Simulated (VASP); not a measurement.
# TiC: convergence with the SCF threshold and SCF solver, part 2 of 3

A convergence test on TiC: the SCF threshold and SCF solver. The atoms are off their equilibrium sites, so that forces can be compared too. The series runs use PBE. The atoms of the start are displaced at random from the sites of a Fm-3m cell.

VASP 6.6.1; PBE; plane waves and PAW (Ti_sv, C).

Still holding for the runs below: The k-mesh is coarse for a metal.

So far. Step 7 (SCF threshold: EDIFF = 1E-08): Against the run before the energy stays within 0.01 meV an atom; the pressure moves by +0.01 GPa, after 18 cycles in 25 s.

The database entry behind the starting cell differs from later determinations by our own check (0.1 to 0.3 % short, probably kX units), so it need not match the best structure at ambient conditions.

## Step 9: SCF solver: ALGO = Normal

This step: PBE; plane waves and PAW (Ti_sv, C) (VASP 6.6.1).

All solvers should reach one answer; they differ in cycles and robustness.

INCAR reads:

```
SYSTEM = TiC
PREC = Accurate
ENCUT = 520
EDIFF = 1E-06
NELM = 100
ISMEAR = -1
SIGMA = 0.05
LREAL = .FALSE.
ALGO = Normal
GGA = PE
NBANDS = 14
LASPH = .TRUE.
LORBIT = 11
LWAVE = .FALSE.
LCHARG = .FALSE.
KPAR = 2
ISIF = 2
```

POSCAR reads:

```
TiC
1.0
    0.0000000000      2.1593000000      2.1593000000
    2.1593000000      0.0000000000      2.1593000000
    2.1593000000      2.1593000000      0.0000000000
Ti C
1 1
Direct
   -0.0035250000      0.0049920000      0.0049780000
    0.5045960000      0.4808790000      0.4910510000
```

KPOINTS reads:

```
Automatic mesh
0
Gamma
9 9 9
0 0 0
```

The projector-augmented-wave data sets are Ti_sv and C (PBE family, release 64).

Started as:

```
mpirun -np 2 vasp_std
```

The program printed:

```text
[... set-up lines as in an earlier step ...]
 entering main loop
       N       E                     dE             d eps       ncg     rms          rms(c)
[... 14 cycles as in an earlier step ...]
   1 F= -.18668618E+02 E0= -.18667384E+02  d E =-.246715E-02
```

The job ended after 20 s (2 MPI ranks of Intel Xeon 6975P-C (Granite Rapids), shared host; peak memory 0.42 GiB; 34 s of CPU time).

OUTCAR, selected parts (step 9):

```text
   NELECT =      16.0000    total number of electrons

 E-fermi :   9.5370

 k-point     1 :       0.0000    0.0000    0.0000
  band No.  band energies     occupation
      1     -47.0432      2.00000
      2     -23.0651      2.00000
      3     -23.0648      2.00000
      4     -23.0622      2.00000
      5      -2.9134      2.00000
      6       9.9472      0.00055
      7       9.9810      0.00028
      8      10.2062      0.00000
      9      10.5187      0.00000
     10      11.0914      0.00000
    ...

[... 12 parts as in an earlier step ...]

[... 9 further parts left out ...]
```

Numbers from this step:

```
SCF cycles : 14
pressure   : 3.738 GPa
```

The series starts at -9.3337 eV an atom and 3.74 GPa, after 14 cycles in 20 s.

## Step 10: SCF solver: ALGO = Fast

INCAR, as its differences from that of step 9:

```diff
@@ -8,3 +8,3 @@
 LREAL = .FALSE.
-ALGO = Normal
+ALGO = Fast
 GGA = PE
```

POSCAR is that of step 9.

KPOINTS is that of step 9.

Started as:

```
mpirun -np 2 vasp_std
```

The program printed:

```text
[... set-up lines as in an earlier step ...]
 entering main loop
       N       E                     dE             d eps       ncg     rms          rms(c)
[... 5 cycles as in an earlier step ...]
RMM:   6    -0.191931042652E+02    0.50705E+01   -0.11026E+01 13682   0.331E+01    0.599E+00
RMM:   7    -0.186265451337E+02    0.56656E+00   -0.10732E+00 13383   0.119E+01    0.444E+00
RMM:   8    -0.186339139183E+02   -0.73688E-02   -0.50100E-01 15952   0.421E+00    0.206E+00
RMM:   9    -0.186526891925E+02   -0.18775E-01   -0.21194E-01 16787   0.307E+00    0.823E-01
[...]
RMM:  14    -0.186682066148E+02   -0.39538E-03   -0.37345E-03 18442   0.315E-01    0.152E-02
RMM:  15    -0.186684128656E+02   -0.20625E-03   -0.19644E-03 18125   0.210E-01    0.300E-02
RMM:  16    -0.186685052324E+02   -0.92367E-04   -0.88767E-04 18153   0.141E-01    0.123E-02
WARNING in EDDRMM: call to ZHEGV failed, returncode =   6  3      6
RMM:  17    -0.186685559044E+02   -0.50672E-04   -0.49650E-04 17908   0.103E-01    0.856E-03
RMM:  18    -0.186685814526E+02   -0.25548E-04   -0.25235E-04 17051   0.703E-02    0.864E-03
RMM:  19    -0.186685966574E+02   -0.15205E-04   -0.15284E-04 16221   0.540E-02    0.538E-03
WARNING in EDDRMM: call to ZHEGV failed, returncode =   6  3      3
RMM:  20    -0.186686048054E+02   -0.81480E-05   -0.82164E-05 15191   0.426E-02    0.103E-03
RMM:  21    -0.186686100339E+02   -0.52285E-05   -0.52560E-05 14125   0.305E-02    0.216E-03
RMM:  22    -0.186686128483E+02   -0.28145E-05   -0.28322E-05 13659   0.241E-02    0.142E-03
RMM:  23    -0.186686146798E+02   -0.18315E-05   -0.18406E-05 13240   0.194E-02    0.182E-04
RMM:  24    -0.186686157190E+02   -0.10392E-05   -0.10561E-05 12457   0.153E-02    0.101E-03
RMM:  25    -0.186686163917E+02   -0.67269E-06   -0.71237E-06 12068   0.133E-02
   1 F= -.18668616E+02 E0= -.18667383E+02  d E =-.246745E-02
```

It took 48 s on 2 MPI ranks; peak memory 0.41 GiB.

OUTCAR, selected parts (step 10):

```text
  Total        0.5960106      0.3921115      0.4212063     -0.0272749     -0.0105451     -0.0722885
  in kB       47.4237220     31.1997532     33.5147885     -2.1702218     -0.8390612     -5.7518952
  external PRESSURE =      37.3794212 kB  Pullay stress =       0.0000000 kB

 POSITION                                       TOTAL-FORCE (eV/Angst)
 -----------------------------------------------------------------------------------
      0.02153      2.16244      2.16247        -0.741921     -0.118166     -0.319248
      2.09869      2.14990      2.12794         0.741921      0.118166      0.319248
 -----------------------------------------------------------------------------------
    total drift:                               -0.000190     -0.000080     -0.000156

  FREE ENERGIE OF THE ION-ELECTRON SYSTEM (eV)
  ---------------------------------------------------
  free  energy   TOTEN  =       -18.6686163917 eV

  energy  without entropy=      -18.6661489401  energy(sigma->0) =      -18.66738267

[... 2 parts as in an earlier step ...]

[... 1 further part left out ...]
[key lines of the parts left out:]
E-fermi :   9.5370
```

Against the first of the series the energy stays within 0.01 meV an atom and the pressure within 0.01 GPa, after 25 cycles in 48 s.

## Step 11: SCF solver: ALGO = VeryFast

INCAR, as its differences from that of step 10:

```diff
@@ -8,3 +8,3 @@
 LREAL = .FALSE.
-ALGO = Fast
+ALGO = VeryFast
 GGA = PE
```

POSCAR is that of step 10.

KPOINTS is that of step 10.

Started as:

```
mpirun -np 2 vasp_std
```

The program printed:

```text
[... set-up lines as in an earlier step ...]
 entering main loop
       N       E                     dE             d eps       ncg     rms          rms(c)
RMM:   1     0.772259719126E+01    0.77226E+01   -0.70704E+03  5110   0.117E+03
RMM:   2    -0.196555866199E+02   -0.27378E+02   -0.13678E+03  5110   0.286E+02
RMM:   3    -0.159622588040E+02    0.36933E+01   -0.15866E+02  5110   0.108E+02
RMM:   4    -0.222369212766E+02   -0.62747E+01   -0.66359E+01  5110   0.770E+01
[...]
RMM:  22    -0.186681826063E+02   -0.22268E-03   -0.23462E-03 19167   0.274E-01    0.114E-02
RMM:  23    -0.186683271715E+02   -0.14457E-03   -0.14603E-03 19314   0.200E-01    0.737E-03
RMM:  24    -0.186684154905E+02   -0.88319E-04   -0.89910E-04 19061   0.151E-01    0.572E-03
WARNING in EDDRMM: call to ZHEGV failed, returncode =   8  4      3
RMM:  25    -0.186684738710E+02   -0.58381E-04   -0.60100E-04 18142   0.116E-01    0.106E-02
RMM:  26    -0.186685136426E+02   -0.39772E-04   -0.41278E-04 17781   0.948E-02    0.842E-03
RMM:  27    -0.186685410913E+02   -0.27449E-04   -0.28721E-04 16686   0.770E-02    0.710E-03
WARNING in EDDRMM: call to ZHEGV failed, returncode =   6  3      4
RMM:  28    -0.186685608184E+02   -0.19727E-04   -0.20717E-04 16673   0.635E-02    0.819E-03
RMM:  29    -0.186685747539E+02   -0.13936E-04   -0.14784E-04 16035   0.530E-02    0.715E-03
WARNING in EDDRMM: call to ZHEGV failed, returncode =   6  3      2
RMM:  30    -0.186685850088E+02   -0.10255E-04   -0.10939E-04 15764   0.444E-02    0.105E-02
RMM:  31    -0.186685924021E+02   -0.73933E-05   -0.79894E-05 15150   0.376E-02    0.802E-03
RMM:  32    -0.186685978608E+02   -0.54587E-05   -0.59927E-05 15516   0.338E-02    0.534E-03
RMM:  33    -0.186686020519E+02   -0.41911E-05   -0.45669E-05 14842   0.311E-02    0.138E-03
[...]
RMM:  37    -0.186686106233E+02   -0.13663E-05   -0.16033E-05 12717   0.160E-02    0.139E-03
RMM:  38    -0.186686116998E+02   -0.10765E-05   -0.12624E-05 12555   0.144E-02    0.113E-03
RMM:  39    -0.186686125319E+02   -0.83206E-06   -0.10114E-05 11855   0.128E-02    0.117E-03
WARNING in EDDRMM: call to ZHEGV failed, returncode =   8  4      2
RMM:  40    -0.186686132031E+02   -0.67123E-06   -0.83487E-06 11623   0.118E-02
   1 F= -.18668613E+02 E0= -.18667380E+02  d E =-.246698E-02
```

Elapsed: 74 s, on 2 MPI ranks; peak memory 0.42 GiB; 2.2 min of CPU time.

From OUTCAR (step 11):

```text
  Total        0.5932728      0.3894472      0.4183963     -0.0272212     -0.0106048     -0.0723429
  in kB       47.2058768     30.9877598     33.2912019     -2.1659530     -0.8438112     -5.7562217
  external PRESSURE =      37.1616129 kB  Pullay stress =       0.0000000 kB

 POSITION                                       TOTAL-FORCE (eV/Angst)
 -----------------------------------------------------------------------------------
      0.02153      2.16244      2.16247        -0.742006     -0.118227     -0.319301
      2.09869      2.14990      2.12794         0.742006      0.118227      0.319301
 -----------------------------------------------------------------------------------
    total drift:                                0.000287      0.000114      0.000111

  FREE ENERGIE OF THE ION-ELECTRON SYSTEM (eV)
  ---------------------------------------------------
  free  energy   TOTEN  =       -18.6686132031 eV

  energy  without entropy=      -18.6661462206  energy(sigma->0) =      -18.66737971

[... 2 parts as in an earlier step ...]

[... 1 further part left out ...]
[key lines of the parts left out:]
E-fermi :   9.5371
```

Against the first of the series the energy stays within 0.01 meV an atom; the pressure moves by -0.02 GPa, after 40 cycles in 74 s.

## Step 12: SCF solver: ALGO = All

INCAR, as its differences from that of step 11:

```diff
@@ -8,3 +8,3 @@
 LREAL = .FALSE.
-ALGO = VeryFast
+ALGO = All
 GGA = PE
```

POSCAR is that of step 11.

KPOINTS is that of step 11.

Started as:

```
mpirun -np 2 vasp_std
```

The program printed:

```text
[... set-up lines as in an earlier step ...]
 entering main loop
       N       E                     dE             d eps       ncg     rms           ort
DAV:   1     0.119582338239E+03    0.11958E+03   -0.90637E+03  5110   0.151E+03
DAV:   2    -0.159685604728E+02   -0.13555E+03   -0.12742E+03  5110   0.352E+02
DAV:   3    -0.239420487280E+02   -0.79735E+01   -0.77725E+01  5110   0.836E+01
DAV:   4    -0.242558502415E+02   -0.31380E+00   -0.31354E+00  5110   0.152E+01
DAV:   5    -0.242635974990E+02   -0.77473E-02   -0.77467E-02  5110   0.209E+00
SDA:   6    -0.411920052873E+01    0.20144E+02   -0.77467E-02  5110   0.635E+02   0.000E+00
 gam= 0.000 g(H,U,f)=  0.326E+02 0.309E+02 0.950E-02 ort(H,U,f) = 0.000E+00 0.000E+00 0.000E+00
 gam= 0.000 trial= 0.400  step=  0.3661 mean=  0.4000
CGA:   7    -0.159938674853E+02   -0.11875E+02   -0.11628E+02  5110   0.113E+02  -0.597E+01
 gam= 0.178 g(H,U,f)=  0.100E+02 0.124E+01 0.792E-02 ort(H,U,f) =-0.141E+02 0.804E+01 0.434E-01
 gam= 0.178 trial= 0.397  step=  0.4240 mean=  0.3966
[...]
gam= 0.411 trial= 0.538  step=  0.7268 mean=  0.5378
CGA:  21    -0.186686070602E+02   -0.11454E-04   -0.11393E-04  5110   0.113E-04   0.639E-06
 gam= 0.373 g(H,U,f)=  0.106E-04 0.678E-06 0.528E-08 ort(H,U,f) = 0.135E-05-0.723E-06 0.748E-08
 gam= 0.373 trial= 0.557  step=  0.7947 mean=  0.5567
CGA:  22    -0.186686114791E+02   -0.44189E-05   -0.45657E-05  5110   0.777E-05  -0.125E-05
 gam= 0.690 g(H,U,f)=  0.612E-05 0.159E-05 0.574E-07 ort(H,U,f) =-0.437E-06-0.782E-06-0.311E-07
 gam= 0.690 trial= 0.581  step=  0.6766 mean=  0.5805
CGA:  23    -0.186686138268E+02   -0.23477E-05   -0.23363E-05  5110   0.388E-05   0.254E-06
 gam= 0.500 g(H,U,f)=  0.371E-05 0.170E-06 0.909E-09 ort(H,U,f) = 0.262E-06-0.101E-07 0.222E-08
 gam= 0.500 trial= 0.590  step=  0.7936 mean=  0.5901
CGA:  24    -0.186686154525E+02   -0.16257E-05   -0.15906E-05  5110   0.216E-05   0.348E-06
 gam= 0.557 g(H,U,f)=  0.173E-05 0.419E-06 0.665E-08 ort(H,U,f) = 0.387E-06-0.322E-07-0.625E-08
 gam= 0.557 trial= 0.610  step=  0.6877 mean=  0.6105
CGA:  25    -0.186686162537E+02   -0.80118E-06   -0.80977E-06  5110   0.126E-05  -0.180E-06
 gam= 0.585 g(H,U,f)=  0.105E-05 0.212E-06 0.550E-08 ort(H,U,f) = 0.800E-07-0.257E-06-0.258E-08
 gam= 0.585 trial= 0.618  step=  0.7599 mean=  0.6182
 final diagonalization occupied
   1 F= -.18668616E+02 E0= -.18667382E+02  d E =-.246763E-02
```

Elapsed: 32 s, on 2 MPI ranks; peak memory 0.61 GiB.

Parts of OUTCAR (step 12):

```text
  Total        0.5955897      0.3917265      0.4208012     -0.0272569     -0.0105312     -0.0722620
  in kB       47.3902309     31.1691217     33.4825544     -2.1687931     -0.8379535     -5.7497870
  external PRESSURE =      37.3473023 kB  Pullay stress =       0.0000000 kB

 POSITION                                       TOTAL-FORCE (eV/Angst)
 -----------------------------------------------------------------------------------
      0.02153      2.16244      2.16247        -0.741365     -0.118101     -0.319017
      2.09869      2.14990      2.12794         0.741365      0.118101      0.319017
 -----------------------------------------------------------------------------------
    total drift:                                0.000598      0.000047      0.000162

  FREE ENERGIE OF THE ION-ELECTRON SYSTEM (eV)
  ---------------------------------------------------
  free  energy   TOTEN  =       -18.6686162537 eV

  energy  without entropy=      -18.6661486272  energy(sigma->0) =      -18.66738244

[... 2 parts as in an earlier step ...]

[... 1 further part left out ...]
[key lines of the parts left out:]
E-fermi :   9.5368
```

Against the first of the series the energy stays within 0.01 meV an atom and the pressure within 0.01 GPa, after 25 cycles in 32 s.

## Step 13: SCF solver: ALGO = Damped

INCAR, as its differences from that of step 12:

```diff
@@ -8,3 +8,3 @@
 LREAL = .FALSE.
-ALGO = All
+ALGO = Damped
 GGA = PE
```

POSCAR is that of step 12.

KPOINTS is that of step 12.

Started as:

```
mpirun -np 2 vasp_std
```

The program printed:

```text
[... set-up lines as in an earlier step ...]
 entering main loop
       N       E                     dE             d eps       ncg     rms           ort
DAV:   1     0.172035774923E+03    0.17204E+03   -0.84473E+03  5110   0.151E+03
DAV:   2     0.128516271491E+02   -0.15918E+03   -0.15162E+03  5110   0.391E+02
DAV:   3    -0.179347101295E+02   -0.30786E+02   -0.28584E+02  5110   0.163E+02
DAV:   4    -0.238590485813E+02   -0.59243E+01   -0.57634E+01  5110   0.719E+01
[...]
DMP:  28    -0.186686022442E+02   -0.13548E-05   -0.11104E-05  5110   0.158E-05   0.314E-05
DMP:  29    -0.186686033413E+02   -0.10971E-05   -0.95841E-06  5110   0.139E-05   0.265E-05
DMP:  30    -0.186686042721E+02   -0.93085E-06   -0.84376E-06  5110   0.123E-05   0.230E-05
 final diagonalization occupied
   1 F= -.18668604E+02 E0= -.18667370E+02  d E =-.246771E-02
```

Wall time 31 s (2 MPI ranks); peak memory 0.6 GiB; 54 s of CPU time.

Parts of OUTCAR (step 13):

```text
  Total        0.5920994      0.3882947      0.4173748     -0.0272024     -0.0104872     -0.0721081
  in kB       47.1125094     30.8960584     33.2099247     -2.1644538     -0.8344523     -5.7375356
  external PRESSURE =      37.0728308 kB  Pullay stress =       0.0000000 kB

 POSITION                                       TOTAL-FORCE (eV/Angst)
 -----------------------------------------------------------------------------------
      0.02153      2.16244      2.16247        -0.741811     -0.118188     -0.319212
      2.09869      2.14990      2.12794         0.741811      0.118188      0.319212
 -----------------------------------------------------------------------------------
    total drift:                                0.000393      0.000094      0.000119

  FREE ENERGIE OF THE ION-ELECTRON SYSTEM (eV)
  ---------------------------------------------------
  free  energy   TOTEN  =       -18.6686042721 eV

  energy  without entropy=      -18.6661365668  energy(sigma->0) =      -18.66737042

[... 2 parts as in an earlier step ...]

[... 1 further part left out ...]
[key lines of the parts left out:]
E-fermi :   9.5373
```

Against the first of the series the energy moves by +0.01 meV an atom and the pressure by -0.03 GPa, after 30 cycles in 31 s.

## Step 14: SCF solver: AMIX = 0.1, BMIX = 0.01

INCAR, as its differences from that of step 13:

```diff
@@ -8,3 +8,3 @@
 LREAL = .FALSE.
-ALGO = Damped
+ALGO = Normal
 GGA = PE
@@ -17 +17,3 @@
 ISIF = 2
+AMIX = 0.1
+BMIX = 0.01
```

POSCAR is that of step 13.

KPOINTS is that of step 13.

Started as:

```
mpirun -np 2 vasp_std
```

The program printed:

```text
[... set-up lines as in an earlier step ...]
 entering main loop
       N       E                     dE             d eps       ncg     rms          rms(c)
[... 5 cycles as in an earlier step ...]
DAV:   6    -0.209011879036E+02    0.33624E+01   -0.11199E+00 15132   0.173E+01    0.139E+01
DAV:   7    -0.187666836829E+02    0.21345E+01   -0.44155E+00 15354   0.341E+01    0.509E+00
DAV:   8    -0.188070806368E+02   -0.40397E-01   -0.89665E-01 13492   0.154E+01    0.677E+00
DAV:   9    -0.188679101078E+02   -0.60829E-01   -0.15921E-01 11480   0.352E+00    0.350E+00
[...]
DAV:  15    -0.186686185998E+02    0.21073E-05   -0.23734E-05 12446   0.564E-02    0.194E-02
DAV:  16    -0.186686176108E+02    0.98902E-06   -0.10404E-05 14092   0.259E-02    0.717E-03
DAV:  17    -0.186686180172E+02   -0.40645E-06   -0.88266E-07  6922   0.155E-02
   1 F= -.18668618E+02 E0= -.18667385E+02  d E =-.246643E-02
```

Wall time 27 s (2 MPI ranks); peak memory 0.42 GiB.

Parts of OUTCAR (step 14):

```text
  Total        0.5862810      0.3831077      0.4120524     -0.0272207     -0.0104906     -0.0721734
  in kB       46.6495482     30.4833382     32.7864300     -2.1659143     -0.8347247     -5.7427315
  external PRESSURE =      36.6397721 kB  Pullay stress =       0.0000000 kB

 POSITION                                       TOTAL-FORCE (eV/Angst)
 -----------------------------------------------------------------------------------
      0.02153      2.16244      2.16247        -0.741470     -0.118118     -0.319066
      2.09869      2.14990      2.12794         0.741470      0.118118      0.319066
 -----------------------------------------------------------------------------------
    total drift:                               -0.000121     -0.000048     -0.000112

  FREE ENERGIE OF THE ION-ELECTRON SYSTEM (eV)
  ---------------------------------------------------
  free  energy   TOTEN  =       -18.6686180172 eV

  energy  without entropy=      -18.6661515884  energy(sigma->0) =      -18.66738480

[... 2 parts as in an earlier step ...]

[... 1 further part left out ...]
[key lines of the parts left out:]
E-fermi :   9.5373
```

Against the first of the series the energy stays within 0.01 meV an atom; the pressure moves by -0.07 GPa, after 17 cycles in 27 s.

## Step 15: SCF solver: AMIX = 0.8

INCAR, as its differences from that of step 14:

```diff
@@ -17,3 +17,2 @@
 ISIF = 2
-AMIX = 0.1
-BMIX = 0.01
+AMIX = 0.8
```

POSCAR is that of step 14.

KPOINTS is that of step 14.

Started as:

```
mpirun -np 2 vasp_std
```

The program printed:

```text
[... set-up lines as in an earlier step ...]
 entering main loop
       N       E                     dE             d eps       ncg     rms          rms(c)
[... 5 cycles as in an earlier step ...]
DAV:   6    -0.364062001467E+02   -0.12143E+02   -0.59637E+01 14440   0.120E+02    0.305E+01
DAV:   7    -0.190591115069E+02    0.17347E+02   -0.45883E+01 12800   0.913E+01    0.691E+00
DAV:   8    -0.188317425149E+02    0.22737E+00   -0.21228E+00 11690   0.146E+01    0.447E+00
DAV:   9    -0.186769013364E+02    0.15484E+00   -0.81822E-01 11894   0.130E+01    0.129E+00
[...]
DAV:  14    -0.186686138102E+02   -0.76096E-05   -0.11902E-05 13840   0.205E-02    0.689E-03
DAV:  15    -0.186686165517E+02   -0.27416E-05   -0.30251E-06 12936   0.105E-02    0.411E-03
DAV:  16    -0.186686174968E+02   -0.94506E-06   -0.74378E-07  9268   0.655E-03
   1 F= -.18668617E+02 E0= -.18667384E+02  d E =-.246753E-02
```

Wall time 25 s (2 MPI ranks); peak memory 0.42 GiB.

(Part 2 of 3 ends here.)

[Lines on the potential files, build, host, timing and source positions are cut from VASP's logs without a mark.]

[Logs are printed without paths, hosts, clocks, repeated set-up lines and the standing remarks that a program may print on its own settings, such as how far it seeks lower states.]

[Hosts, paths, dates, database ids (printed as entryN), source tags and the programs' standing remarks are cut or masked in the printed files.]

[A measured line is paired with the nearest computed mode of its activity, which favours agreement.]
